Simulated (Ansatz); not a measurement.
Wurtzite InN was calculated with r²SCAN (plane waves, PAW; Ansatz, a program for electronic structure).

Settings: plane-wave cutoff 560 eV, 12×12×6 k mesh (along the axes of the cell as run), Fermi–Dirac smearing 0.01 eV, scalar-relativistic PAW data made under PBE.

Cell (measured lattice):

```xyz
4
Lattice="1.7685 -3.0631 0.0000 1.7685 3.0631 0.0000 0.0000 0.0000 5.7030" Properties=species:S:1:pos:R:3 pbc="T T T"
In     1.7685    -1.0210     2.8507
In     1.7685     1.0210    -0.0008
N      1.7685    -1.0210     5.0137
N      1.7685     1.0210     2.1622
```

Q: Predict the band gap.

A: 
- band gap: 0.09 eV

Measured, for comparison: band gap 0.77 eV (zero-point shift of 0.07 eV (the table's estimate, ZP (est)) added back here, E0, Γ; inputs from arXiv:2302.06325).

Note: cell and atoms aren't relaxed at this level (pressure 1.3 GPa).

Spin–orbit coupling is not included; it can close the smallest gap of 0.09 eV.

It cost about 40 core-seconds (a rough figure) of CPU time.
